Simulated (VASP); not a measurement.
Crystal: Sb.

```xyz
2
Lattice="2.1542 1.2437 3.7580 -2.1542 1.2437 3.7580 0.0000 -2.4875 3.7580" Properties=species:S:1:pos:R:3 pbc="T T T"
Sb    0.0000    0.0000    2.6324
Sb    0.0000    0.0000    8.6416
```

- Program: VASP 6.6.1
- Task: relaxation of cell and atoms
- Functional: r2SCAN
- Dispersion: rVV10
- Potentials or basis: VASP PAW PBE potentials, release 64 (Sb)
- Cutoff: 600 eV
- k mesh: 10 × 10 × 10
- Occupations: methfessel-paxton, width 0.1 eV
- Spin: no spin polarisation

At the start: pressure 1.2 GPa; volume 30.21 Å³/atom.

Task: Where does the relaxation end?

Result: Over 10 steps the energy falls by 2.1 meV/atom and the volume is 30.79 Å³/atom (+1.9 %); space group R-3m (No. 166, to 0.05 Å).

The path:
```csv
step,energy change (eV),largest force (eV/Å),pressure (GPa),volume (Å³)
1,0.0000,0.0961,1.18,60.41
2,-0.0014,0.1182,-0.86,62.38
3,-0.0041,0.0240,0.03,61.48
4,-0.0041,0.0261,0.02,61.50
5,-0.0041,0.0284,0.00,61.52
6,-0.0042,0.0195,-0.03,61.56
7,-0.0042,0.0071,-0.04,61.61
8,-0.0042,0.0045,0.06,61.55
9,-0.0042,0.0002,0.04,61.57
10,-0.0042,0.0009,0.02,61.58
```

Final structure:
```yaml
crystal:
  lattice:
    - [2.16899, 1.25227, 3.77849]
    - [-2.16899, 1.25227, 3.77849]
    - [0.00000, -2.50453, 3.77849]
  atoms:
    - { symbol: Sb, position: [0.23346, 0.23346, 0.23346] }
    - { symbol: Sb, position: [0.76654, 0.76654, 0.76654] }
```

Caveat: the PAW data sets were made with another functional, which shifts forces and pressure a little.
